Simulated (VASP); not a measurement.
Write the native input for VASP 6.6.1 that does the following.

- Task: band structure
- Functional: PBEsol
- Potentials or basis: VASP PAW PBE potentials, release 64 (Ge_d)
- Cutoff: 520 eV
- k mesh: 10 × 10 × 10
- Occupations: gaussian, width 0.03 eV
- Spin: no spin polarisation
- Further INCAR settings: ALGO = Normal; EDIFF = 1e-06; NBANDS = 21

The structure of Ge lies in POSCAR:

```
Ge                                      
1.0
    0.0000000000      2.8370028123      2.8370028123
    2.8370028123      0.0000000000      2.8370028123
    2.8370028123      2.8370028123      0.0000000000
  Ge            
     2
Direct
     0.0000000000000000    0.0000000000000000    0.0000000000000000
     0.2500000000000000    0.2500000000000000    0.2500000000000000
```

One way to write it, as run:

INCAR

```
PREC = Accurate
ENCUT = 520
EDIFF = 1E-6
ISMEAR = 0
SIGMA = 0.03
LREAL = False
LASPH = True
NELM = 80
ALGO = Normal
ISIF = 2
LWAVE = False
LCHARG = False
GGA = PS
NBANDS = 21
ICORELEVEL = 1
```

KPOINTS

```
regular mesh
0
Gamma
  10 10 10
```

KPOINTS_OPT

```
explicit points
209
Reciprocal
 0.0000000000  0.0000000000  0.0000000000 1
 0.0263157895  0.0000000000  0.0263157895 1
 0.0526315789  0.0000000000  0.0526315789 1
 0.0789473684  0.0000000000  0.0789473684 1
 0.1052631579  0.0000000000  0.1052631579 1
 0.1315789474  0.0000000000  0.1315789474 1
[... 201 lines left out ...]
 0.4250000000  0.0000000000  0.4250000000 1
 0.4500000000  0.0000000000  0.4500000000 1
```

Potentials or basis: VASP PAW PBE potentials, release 64 (Ge_d).

Command:

```console
$ cat potpaw_PBE.64/Ge_d/POTCAR > POTCAR
$ mpirun -np 1 vasp_std > vasp.out
```

It gave:

| Quantity | Value |
| --- | --- |
| Pressure | -0.4 GPa |
| Band gap along the path | none (metal or under the smearing width) |

Caveat: the PAW data sets were made with another functional, which shifts forces and pressure a little; this crystal is a semiconductor, whose small gap the functional closes, so the metal is an error of the method.

Run time: 65 s on 1 thread of Intel(R) Xeon(R) 6975P-C (Granite Rapids), with other jobs on the host, peak memory 0.2 GiB.
